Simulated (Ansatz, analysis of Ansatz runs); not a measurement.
# LaOF (R-3m), nudged elastic band: F_i by the interstitialcy path (q = −1), part 3 of 4

Aim: the barrier of one jump in LaOF (R-3m) at charge −1: F_i by the interstitialcy path. The model is a cell of 36 host atoms with 1 F put in; F is the atom that moves.

Ansatz 0.2.0; plane-wave PAW DFT, PBEsol; nudged elastic band between two relaxed defect structures at fixed charge in a uniform background.

So far: Starting point; Relaxation of the start point, charge −1; Relaxation of the end point, charge −1.

### 4. Nudged elastic band, charge −1

5 movable images are laid between the ends on a pair-potential path, which keeps atoms from colliding in the first guess. Each image feels the true force across the path and a spring force along it. The highest image is set to climb to the top of the path.

This step: plane-wave PAW DFT, PBEsol; nudged elastic band between two relaxed defect structures at fixed charge in a uniform background.

qm1.neb/input.yaml reads:

```yaml
crystal:
  lattice:
    - [-4.01323028, 6.95111875, 0.0]
    - [-12.03969085, 0.0, 0.0]
    - [-2.00661514, 1.15851979, 6.68937332]
  atoms:
    - { symbol: La, position: [0.13021484, 0.08272131, 0.22423802] }
    - { symbol: La, position: [0.36899373, 0.24757904, 0.77969795] }
    - { symbol: O, position: [0.18589724, 0.12486454, 0.87058557] }
    - { symbol: O, position: [0.30952911, 0.20913706, 0.1315928] }
    - { symbol: F, position: [0.06384142, 0.04120988, 0.61404327] }
    - { symbol: F, position: [0.43698295, 0.28989986, 0.38486534] }
    - { symbol: La, position: [0.11929589, 0.42186576, 0.22690413] }
    - { symbol: La, position: [0.37978638, 0.57723542, 0.77300655] }
    - { symbol: O, position: [0.1903275, 0.45790667, 0.86922942] }
    - { symbol: O, position: [0.30870578, 0.54129762, 0.13071064] }
    - { symbol: F, position: [0.08165283, 0.36872588, 0.61704612] }
    - { symbol: F, position: [0.41804596, 0.63031384, 0.38263261] }
    - { symbol: La, position: [0.13033795, 0.75140287, 0.21987735] }
    - { symbol: La, position: [0.36909031, 0.91633263, 0.77490431] }
    - { symbol: O, position: [0.18986313, 0.78986289, 0.86771619] }
    - { symbol: O, position: [0.31342809, 0.87410216, 0.12858488] }
    - { symbol: F, position: [0.06236888, 0.70917277, 0.61453273] }
    - { symbol: F, position: [0.43561371, 0.95774545, 0.38524138] }
    - { symbol: La, position: [0.62947845, 0.0858653, 0.22310864] }
    - { symbol: La, position: [0.8647931, 0.25653622, 0.77153513] }
    - { symbol: O, position: [0.69238559, 0.12369954, 0.8701297] }
    - { symbol: O, position: [0.81020814, 0.2079757, 0.13196274] }
    - { symbol: F, position: [0.56341224, 0.04323079, 0.61262011] }
    - { symbol: F, position: [0.94774658, 0.27707667, 0.38311476] }
    - { symbol: La, position: [0.63137815, 0.4185288, 0.23890366] }
    - { symbol: La, position: [0.86798807, 0.58060531, 0.76099801] }
    - { symbol: O, position: [0.68479086, 0.45466735, 0.89266487] }
    - { symbol: O, position: [0.81435373, 0.54476251, 0.10724847] }
    - { symbol: F, position: [0.5549467, 0.36864659, 0.62175743] }
    - { symbol: F, position: [0.94385334, 0.63049453, 0.37792813] }
    - { symbol: La, position: [0.63440189, 0.74295618, 0.22740886] }
    - { symbol: La, position: [0.86998476, 0.91334068, 0.77612349] }
    - { symbol: O, position: [0.68908851, 0.79124007, 0.8673621] }
    - { symbol: O, position: [0.80712575, 0.87544391, 0.12915023] }
    - { symbol: F, position: [0.55198579, 0.72149787, 0.6163827] }
    - { symbol: F, position: [0.93594591, 0.95585424, 0.38674802] }
    - { symbol: F, position: [0.75028387, 0.49860312, 0.50010701] }
total_charge: -1
basis:
  ecutwfc: 420
  xc_grid: 2
hamiltonian:
  xc: pbesol
kpoints:
  mp_grid: { grid: [1, 1, 1] }
scf:
  occupations: { method: fixed }
  max_iter: 100
output:
  forces: true
neb:
  images: 5
  f_tol: 0.03
  climbing: true
  initial_path: idpp
  max_iterations: 45
  order_check: false
  final_atoms:
    - { symbol: La, position: [0.13099041, 0.08549832, 0.23802193] }
    - { symbol: La, position: [0.36754098, 0.24761469, 0.76022369] }
[... 3 atom lines left out ...]
    - { symbol: F, position: [0.44375808, 0.29752157, 0.37720283] }
    - { symbol: La, position: [0.13415814, 0.40972835, 0.22696986] }
[... 3 atom lines left out ...]
    - { symbol: F, position: [0.24936898, 0.16657214, 0.49963814] }
[... 8 atom lines left out ...]
    - { symbol: La, position: [0.8795439, 0.24432393, 0.77198525] }
[... 3 atom lines left out ...]
    - { symbol: F, position: [0.91761442, 0.29732898, 0.38188084] }
[... 1 atom line left out ...]
    - { symbol: La, position: [0.86878835, 0.58339681, 0.77437563] }
    - { symbol: O, position: [0.68969865, 0.45681046, 0.8671763] }
    - { symbol: O, position: [0.81307767, 0.54122046, 0.12804861] }
    - { symbol: F, position: [0.56196524, 0.3763686, 0.61376522] }
    - { symbol: F, position: [0.9353067, 0.62493658, 0.38463096] }
[... 4 atom lines left out ...]
    - { symbol: F, position: [0.56339392, 0.70820161, 0.61348289] }
[... 1 atom line left out ...]
    - { symbol: F, position: [1.05134438, 0.38885003, 0.61549753] }
```

Command:

```sh
$ ansatz run input.yaml --threads 4 --pin off --max-ram 7536MiB --backend cpu --events-out ev --progress --plain --runs-dir out
```

Numbers of over 12 decimals in the logs are rounded to 6 here.

Output:

```text
[...]
Warning: neb: disabling space-group detection — the band's intermediate images generally break the endpoint symmetry, so no spatial operation reduces the k-mesh or symmetrises the density, except that a semilocal band can use its path's symmetry ahead of [...]
[...]
parallel-image band execution: 4 concurrent image workers
NEB image 0
Crystal: 37 atoms, lattice volume = 559.829 Å³
Basis set: ecut = 420 eV, 10937 PW (Γ), exchange–correlation on 108×162×96 points (8 copies of the dense FFT grid, shifted against one another)
Bands: 185, of which v1, the nominal top of the filled ones, is band 148 counted from 1 (147 counted from 0)
Symmetry: 1 space group operations
k-points: 1
[...]
SCF iter   1: F=—  HF=-91135.892624 eV  |F-HF|=—  |Δ(HF+E_count)|=         —  Δρ=2.28e-2  dr2=2.09e0  ethr=1.77e-3  ⟨swp⟩=6.0  Hψ=661  notcnv=0  defer=32
[...]
SCF iter  10: F=-91135.374052 eV  HF=-91135.374052 eV  |F-HF|=1.80e-8  |Δ(HF+E_count)|=   3.41e-7  Δρ=4.80e-6  dr2=8.83e-8  ethr=3.38e-11  ⟨swp⟩=4.0  Hψ=621  notcnv=0
SCF 1 converged in 10 iterations: F = -91135.374052 eV  dr2 = 8.83e-8
[...]
NSCF: frozen V_eff on 1 k-points
NEB image 6
SCF iter   1: F=—  HF=-91135.892627 eV  |F-HF|=—  |Δ(HF+E_count)|=         —  Δρ=2.28e-2  dr2=2.09e0  ethr=1.77e-3  ⟨swp⟩=6.0  Hψ=661  notcnv=0  defer=32
[...]
SCF iter  10: F=-91135.374184 eV  HF=-91135.374184 eV  |F-HF|=1.87e-8  |Δ(HF+E_count)|=   3.43e-7  Δρ=4.82e-6  dr2=8.85e-8  ethr=3.38e-11  ⟨swp⟩=4.0  Hψ=621  notcnv=0
SCF 2 converged in 10 iterations: F = -91135.374184 eV  dr2 = 8.85e-8
[...]
NEB end point (image 0): max|allowed force component| = 1.304e-2 eV/Å (the criterion of neb.relax_end_points is 1.000e-2)
NEB end point (image 6): max|allowed force component| = 1.098e-2 eV/Å (the criterion of neb.relax_end_points is 1.000e-2)
NEB image 1
SCF iter   1: F=—  HF=-91135.599996 eV  |F-HF|=—  |Δ(HF+E_count)|=         —  Δρ=2.28e-2  dr2=2.10e0  ethr=1.77e-3  ⟨swp⟩=6.0  Hψ=661  notcnv=0  defer=33
[...]
SCF iter  11: F=-91135.079001 eV  HF=-91135.079001 eV  |F-HF|=1.80e-9  |Δ(HF+E_count)|=   2.07e-8  Δρ=9.98e-7  dr2=5.70e-9  ethr=3.38e-11  ⟨swp⟩=4.0  Hψ=609  notcnv=0
SCF 3 converged in 11 iterations: F = -91135.079001 eV  dr2 = 5.70e-9
NEB image 2
SCF iter   1: F=—  HF=-91135.197600 eV  |F-HF|=—  |Δ(HF+E_count)|=         —  Δρ=2.29e-2  dr2=2.13e0  ethr=1.77e-3  ⟨swp⟩=7.0  Hψ=662  notcnv=0  defer=31
[...]
SCF iter  11: F=-91134.671170 eV  HF=-91134.671170 eV  |F-HF|=2.79e-9  |Δ(HF+E_count)|=   2.24e-8  Δρ=1.02e-6  dr2=6.35e-9  ethr=3.38e-11  ⟨swp⟩=4.0  Hψ=609  notcnv=0
SCF 4 converged in 11 iterations: F = -91134.671170 eV  dr2 = 6.35e-9
NEB image 3
SCF iter   1: F=—  HF=-91135.015976 eV  |F-HF|=—  |Δ(HF+E_count)|=         —  Δρ=2.30e-2  dr2=2.14e0  ethr=1.77e-3  ⟨swp⟩=8.0  Hψ=662  notcnv=0  defer=34
[...]
SCF iter  10: F=-91134.488663 eV  HF=-91134.488663 eV  |F-HF|=4.60e-9  |Δ(HF+E_count)|=   3.49e-7  Δρ=4.91e-6  dr2=9.60e-8  ethr=3.38e-11  ⟨swp⟩=5.0  Hψ=622  notcnv=0
SCF 5 converged in 10 iterations: F = -91134.488663 eV  dr2 = 9.60e-8
NEB image 4
SCF iter   1: F=—  HF=-91135.188517 eV  |F-HF|=—  |Δ(HF+E_count)|=         —  Δρ=2.29e-2  dr2=2.12e0  ethr=1.77e-3  ⟨swp⟩=7.0  Hψ=662  notcnv=0  defer=33
[...]
SCF iter  11: F=-91134.663970 eV  HF=-91134.663970 eV  |F-HF|=3.23e-9  |Δ(HF+E_count)|=   2.80e-8  Δρ=9.91e-7  dr2=6.01e-9  ethr=3.38e-11  ⟨swp⟩=4.0  Hψ=609  notcnv=0
SCF 6 converged in 11 iterations: F = -91134.663970 eV  dr2 = 6.01e-9
NEB image 5
SCF iter   1: F=—  HF=-91135.592291 eV  |F-HF|=—  |Δ(HF+E_count)|=         —  Δρ=2.28e-2  dr2=2.10e0  ethr=1.77e-3  ⟨swp⟩=6.0  Hψ=661  notcnv=0  defer=34
[...]
SCF iter  11: F=-91135.072079 eV  HF=-91135.072079 eV  |F-HF|=2.01e-9  |Δ(HF+E_count)|=   1.67e-8  Δρ=9.48e-7  dr2=5.21e-9  ethr=3.38e-11  ⟨swp⟩=4.0  Hψ=609  notcnv=0
SCF 7 converged in 11 iterations: F = -91135.072079 eV  dr2 = 5.21e-9
NEB iter   1: max|band force component| = 1.487e0 eV/Å  barrier→ = 0.8854 eV  barrier← = 0.8855 eV  Δτ_max = 0.2000 Å  (74 SCF iters)
NEB image 1
[...]
iter 1 solved again at ethr=7.30e-4 eV; its pass at ethr=3.10e-3 eV (dr2=2.16e0 eV) is discarded
[...]
SCF iter  11: F=-91134.662102 eV  HF=-91134.662102 eV  |F-HF|=9.28e-9  |Δ(HF+E_count)|=   9.59e-9  Δρ=1.31e-6  dr2=1.23e-8  ethr=3.38e-11  ⟨swp⟩=2.0  Hψ=615  notcnv=0
SCF 8 converged in 11 iterations: F = -91134.662102 eV  dr2 = 1.23e-8
NEB image 2
[...]
SCF iter  11: F=-91134.512053 eV  HF=-91134.512053 eV  |F-HF|=2.44e-8  |Δ(HF+E_count)|=   1.02e-8  Δρ=1.98e-6  dr2=2.84e-8  ethr=3.38e-11  ⟨swp⟩=3.0  Hψ=629  notcnv=0
SCF 9 converged in 11 iterations: F = -91134.512053 eV  dr2 = 2.84e-8
NEB image 3
[...]
SCF iter  11: F=-91134.381384 eV  HF=-91134.381384 eV  |F-HF|=3.50e-8  |Δ(HF+E_count)|=   1.64e-8  Δρ=2.28e-6  dr2=3.84e-8  ethr=3.38e-11  ⟨swp⟩=3.0  Hψ=774  notcnv=0
SCF 10 converged in 11 iterations: F = -91134.381384 eV  dr2 = 3.84e-8
NEB image 4
[...]
SCF iter  11: F=-91134.518121 eV  HF=-91134.518121 eV  |F-HF|=2.65e-8  |Δ(HF+E_count)|=   1.56e-8  Δρ=2.12e-6  dr2=3.03e-8  ethr=3.38e-11  ⟨swp⟩=3.0  Hψ=630  notcnv=0
SCF 11 converged in 11 iterations: F = -91134.518121 eV  dr2 = 3.03e-8
NEB image 5
[...]
SCF iter  11: F=-91134.629527 eV  HF=-91134.629527 eV  |F-HF|=2.24e-8  |Δ(HF+E_count)|=   4.66e-8  Δρ=1.44e-6  dr2=1.90e-8  ethr=3.38e-11  ⟨swp⟩=3.0  Hψ=692  notcnv=0
SCF 12 converged in 11 iterations: F = -91134.629527 eV  dr2 = 1.90e-8
NEB iter   2: max|band force component| = 1.485e0 eV/Å  barrier→ = 0.9927 eV  barrier← = 0.9928 eV  Δτ_max = 0.1009 Å  (55 SCF iters)
NEB image 1
[...]
SCF iter  10: F=-91135.219443 eV  HF=-91135.219443 eV  |F-HF|=1.71e-8  |Δ(HF+E_count)|=   1.82e-7  Δρ=1.96e-6  dr2=2.05e-8  ethr=3.38e-11  ⟨swp⟩=4.0  Hψ=621  notcnv=0
SCF 13 converged in 10 iterations: F = -91135.219443 eV  dr2 = 2.05e-8
NEB image 2
[...]
SCF iter  10: F=-91135.052831 eV  HF=-91135.052831 eV  |F-HF|=1.08e-8  |Δ(HF+E_count)|=   2.36e-7  Δρ=2.56e-6  dr2=3.36e-8  ethr=3.38e-11  ⟨swp⟩=4.0  Hψ=620  notcnv=0
SCF 14 converged in 10 iterations: F = -91135.052831 eV  dr2 = 3.36e-8
NEB image 3
[...]
SCF iter  10: F=-91134.982879 eV  HF=-91134.982879 eV  |F-HF|=1.46e-8  |Δ(HF+E_count)|=   2.76e-7  Δρ=2.26e-6  dr2=2.97e-8  ethr=3.38e-11  ⟨swp⟩=4.0  Hψ=621  notcnv=0
SCF 15 converged in 10 iterations: F = -91134.982879 eV  dr2 = 2.97e-8
NEB image 4
[...]
SCF iter  10: F=-91135.042890 eV  HF=-91135.042890 eV  |F-HF|=1.05e-8  |Δ(HF+E_count)|=   1.99e-7  Δρ=2.23e-6  dr2=2.66e-8  ethr=3.38e-11  ⟨swp⟩=4.0  Hψ=621  notcnv=0
SCF 16 converged in 10 iterations: F = -91135.042890 eV  dr2 = 2.66e-8
NEB image 5
[...]
SCF iter  10: F=-91135.226300 eV  HF=-91135.226300 eV  |F-HF|=2.67e-8  |Δ(HF+E_count)|=   2.84e-7  Δρ=2.26e-6  dr2=2.92e-8  ethr=3.38e-11  ⟨swp⟩=4.0  Hψ=621  notcnv=0
SCF 17 converged in 10 iterations: F = -91135.226300 eV  dr2 = 2.92e-8
NEB iter   3: max|band force component| = 5.083e-1 eV/Å  barrier→ = 0.3912 eV  barrier← = 0.3913 eV  Δτ_max = 0.0718 Å  (50 SCF iters)
[...]
NEB iter   4: max|band force component| = 1.157e-1 eV/Å  barrier→ = 0.3731 eV  barrier← = 0.3732 eV  CI = image 3  Δτ_max = 0.0430 Å  (40 SCF iters)
[...]
NEB iter   5: max|band force component| = 7.351e-2 eV/Å  barrier→ = 0.3597 eV  barrier← = 0.3599 eV  CI = image 3  Δτ_max = 0.0244 Å  (37 SCF iters)
[...]
NEB iter   6: max|band force component| = 3.795e-2 eV/Å  barrier→ = 0.3577 eV  barrier← = 0.3579 eV  CI = image 3  Δτ_max = 0.0154 Å  (35 SCF iters)
[...]
NEB iter   7: max|band force component| = 3.243e-2 eV/Å  barrier→ = 0.3573 eV  barrier← = 0.3574 eV  CI = image 3  Δτ_max = 0.0058 Å  (34 SCF iters)
NEB image 1
[...]
SCF iter   5: F=-91135.233737 eV  HF=-91135.233737 eV  |F-HF|=8.69e-9  |Δ(HF+E_count)|=   3.48e-9  Δρ=2.90e-6  dr2=5.47e-8  ethr=3.38e-11  ⟨swp⟩=4.0  Hψ=633  notcnv=0
SCF 38 converged in 5 iterations: F = -91135.233737 eV  dr2 = 5.47e-8
NEB image 2
[...]
SCF iter   6: F=-91135.066793 eV  HF=-91135.066793 eV  |F-HF|=8.72e-9  |Δ(HF+E_count)|=   8.08e-9  Δρ=2.61e-6  dr2=3.20e-8  ethr=3.38e-11  ⟨swp⟩=4.0  Hψ=621  notcnv=0
SCF 39 converged in 6 iterations: F = -91135.066793 eV  dr2 = 3.20e-8
NEB image 3
[...]
SCF iter   6: F=-91135.017254 eV  HF=-91135.017254 eV  |F-HF|=3.79e-8  |Δ(HF+E_count)|=   6.20e-9  Δρ=4.12e-6  dr2=7.56e-8  ethr=3.38e-11  ⟨swp⟩=4.0  Hψ=621  notcnv=0
SCF 40 converged in 6 iterations: F = -91135.017254 eV  dr2 = 7.56e-8
NEB image 4
[...]
SCF iter   6: F=-91135.066103 eV  HF=-91135.066104 eV  |F-HF|=9.53e-9  |Δ(HF+E_count)|=  2.76e-10  Δρ=2.59e-6  dr2=3.18e-8  ethr=3.38e-11  ⟨swp⟩=4.0  Hψ=621  notcnv=0
SCF 41 converged in 6 iterations: F = -91135.066103 eV  dr2 = 3.18e-8
NEB image 5
[...]
SCF iter   5: F=-91135.237144 eV  HF=-91135.237144 eV  |F-HF|=2.84e-8  |Δ(HF+E_count)|=   7.23e-8  Δρ=3.30e-6  dr2=6.89e-8  ethr=3.38e-11  ⟨swp⟩=3.0  Hψ=773  notcnv=0
SCF 42 converged in 5 iterations: F = -91135.237144 eV  dr2 = 6.89e-8
NEB image 1
[...]
NEB image 2
[...]
NEB image 4
[...]
NEB image 5
[...]
NEB image 3
[...]
the band table was solved once a step of the walk had ended and its energy, with any forces and stress, was formed, with the checks that follow a solve (1048 applications of the Hamiltonian). They found nothing against the state; [...]
NEB iter   8: max|band force component| = 1.507e-2 eV/Å  barrier→ = 0.3568 eV  barrier← = 0.3569 eV  CI = image 3  Δτ_max = 0.0000 Å  (28 SCF iters)
SCF converged after 6 iterations
Free energy (F): -91135.017254 eV
[...]
Internal energy: -91135.017254 eV  (E = F + TS)
E sigma→0 (E₀):  -91135.017254 eV
Fermi energy:    8.466241 eV
[...]
--- Forces (eV/Å), atoms counted from 1 ---
  atom   1  La     0.00011233     0.00215485     0.00209455
  atom   2  La     0.00300872     0.00080140    -0.00041131
  [... 4 atoms left out ...]
  atom   7  La    -0.00371458     0.00269311    -0.00288641
  [... 3 atoms left out ...]
  atom  11  F     -0.00112255     0.00308939    -0.00202571
  [... 8 atoms left out ...]
  atom  20  La     0.00247010    -0.00158481     0.00483354
  [... 3 atoms left out ...]
  atom  24  F     -0.00026017     0.00025067     0.00101255
  [... 1 atom left out ...]
  atom  26  La     0.00155922    -0.00239284    -0.00187740
  atom  27  O     -0.00254089    -0.00059807    -0.00148155
  [... 1 atom left out ...]
  atom  29  F     -0.00074342     0.00116722     0.00007336
  atom  30  F      0.00013997    -0.00036586     0.00113843
  [... 4 atoms left out ...]
  atom  35  F     -0.00135837     0.00024519     0.00017647
  [... 1 atom left out ...]
  atom  37  F     -0.00190564    -0.00243029    -0.00183604
  max |Σ_I F_I| component: 1.31e-4 eV/Å
--- Band table (eV) ---
[...]
this run last wrote the band of iteration 8 to <dir>
--- NEB band (7 images, 8 band iterations, 353 SCF iterations) ---
  forward barrier  = 0.356798 eV
  backward barrier = 0.356930 eV
  climbing image's point = of an order that was not read
  energies are F+E_penalty+E_count in eV, relative to image 0
  image     s (Å)  Δ vs image 0  max|band force component| (eV/Å)
      0    0.0000      0.000000                                 —
      1    0.6047      0.140315                          9.849e-3
      2    1.2095      0.307259                          8.691e-3
  *   3    1.8144      0.356798                          4.835e-3
      4    2.4173      0.307948                          1.507e-2
      5    3.0203      0.136907                          1.080e-2
      6    3.6234     -0.000132                                 —
  climbing-image geometry (image 3):
  cell:  # Å, volume = 559.8291 Å³
    - [-4.01323028, 6.95111875, 0.0]
    - [-12.03969085, 0.0, 0.0]
    - [-2.00661514, 1.15851979, 6.68937332]
  atoms:
    - { symbol: La, position: [0.132416, 0.082182, 0.228349] }
    - { symbol: La, position: [0.377563, 0.242560, 0.770245] }
    - { symbol: O, position: [0.196905, 0.114642, 0.889641] }
    - { symbol: O, position: [0.315024, 0.208831, 0.126831] }
    - { symbol: F, position: [0.065821, 0.040802, 0.618027] }
    - { symbol: F, position: [0.459578, 0.290985, 0.378781] }
    - { symbol: La, position: [0.121458, 0.412660, 0.234148] }
    - { symbol: La, position: [0.366006, 0.578208, 0.779744] }
    - { symbol: O, position: [0.178970, 0.452342, 0.853752] }
    - { symbol: O, position: [0.295930, 0.541278, 0.131586] }
    - { symbol: F, position: [0.181303, 0.253746, 0.552083] }
    - { symbol: F, position: [0.432898, 0.621788, 0.387969] }
    - { symbol: La, position: [0.130610, 0.751514, 0.223358] }
    - { symbol: La, position: [0.369027, 0.916444, 0.777401] }
    - { symbol: O, position: [0.190460, 0.789989, 0.871448] }
    - { symbol: O, position: [0.315875, 0.870158, 0.134111] }
    - { symbol: F, position: [0.063461, 0.710839, 0.618137] }
    - { symbol: F, position: [0.439017, 0.955739, 0.387603] }
    - { symbol: La, position: [0.630901, 0.088357, 0.219931] }
    - { symbol: La, position: [0.876534, 0.253012, 0.765861] }
    - { symbol: O, position: [0.693544, 0.125010, 0.861551] }
    - { symbol: O, position: [0.814370, 0.206635, 0.118780] }
    - { symbol: F, position: [0.572196, 0.038088, 0.609252] }
    - { symbol: F, position: [0.925312, 0.282144, 0.367868] }
    - { symbol: La, position: [0.628239, 0.418419, 0.226902] }
    - { symbol: La, position: [0.859300, 0.586481, 0.771831] }
    - { symbol: O, position: [0.672998, 0.461241, 0.889515] }
    - { symbol: O, position: [0.809486, 0.545371, 0.127852] }
    - { symbol: F, position: [0.562519, 0.376150, 0.623003] }
    - { symbol: F, position: [0.930416, 0.644767, 0.385221] }
    - { symbol: La, position: [0.632276, 0.750124, 0.227664] }
    - { symbol: La, position: [0.871677, 0.915457, 0.774784] }
    - { symbol: O, position: [0.687565, 0.792897, 0.869498] }
    - { symbol: O, position: [0.808770, 0.879479, 0.125614] }
    - { symbol: F, position: [0.552631, 0.712587, 0.614255] }
    - { symbol: F, position: [0.938634, 0.956575, 0.386637] }
    - { symbol: F, position: [0.881615, 0.455527, 0.549214] }
```

Elapsed: 4.3 min, on 4 threads of AMD EPYC 7R43, shared host; peak memory 2 GiB.

Images along the path:

```
image  path (Å)  energy (eV)      F11: x, y, z (Å)
    0     0.000       0.0000  -6.005, 1.282, 4.128
    1     0.605       0.1403  -5.704, 1.507, 3.987
    2     1.210       0.3073  -5.286, 1.721, 3.826
    3     1.814       0.3568  -4.890, 1.900, 3.693
    4     2.417       0.3079  -4.568, 2.046, 3.583
    5     3.020       0.1369  -4.314, 2.161, 3.474
    6     3.623      -0.0001  -4.009, 2.312, 3.342
```

This step gave:

```yaml
free_energy: -91135.0173 eV
barrier_forward: 0.3568 eV
barrier_backward: 0.3569 eV
end_less_start: -1.32e-4 eV
hop_length: 2.359 Å
```

Track of the atom that was set to move:

```
image   x (Å)  y (Å)  z (Å)  nearest neighbour  distance (Å)
    0  -10.02  5.795  3.345                  F         2.561
    1  -10.06  6.127  3.465                  F         2.414
    2  -10.09   6.41  3.565                  F          2.41
    3  -10.12  6.764  3.674                  F         2.414
    4  -10.17  7.199   3.81                 La         2.378
    5  -10.19  7.663  3.983                 La         2.375
    6  -10.14  8.021  4.117                 La         2.455
```

The band met its tolerance of 0.03 eV/Å after 8 iterations, with image 3 on top (the start counts as 0). F11, which moves farthest between the ends, has 4 La at 2.44 to 2.62 Å and 2 F at 2.56 to 2.69 Å nearest at the start and 3 F at 2.41 to 2.57 Å, 3 La at 2.44 to 2.49 Å and 1 O at 2.49 Å at the top.

(Part 3 of 4 ends here.)

[Logs are printed without paths, hosts, clocks, repeated set-up lines and the standing remarks that a program may print on its own settings, such as how far it seeks lower states.]

[Hosts, paths, dates, database ids (printed as entryN), source tags and the programs' standing remarks are cut or masked in the printed files.]
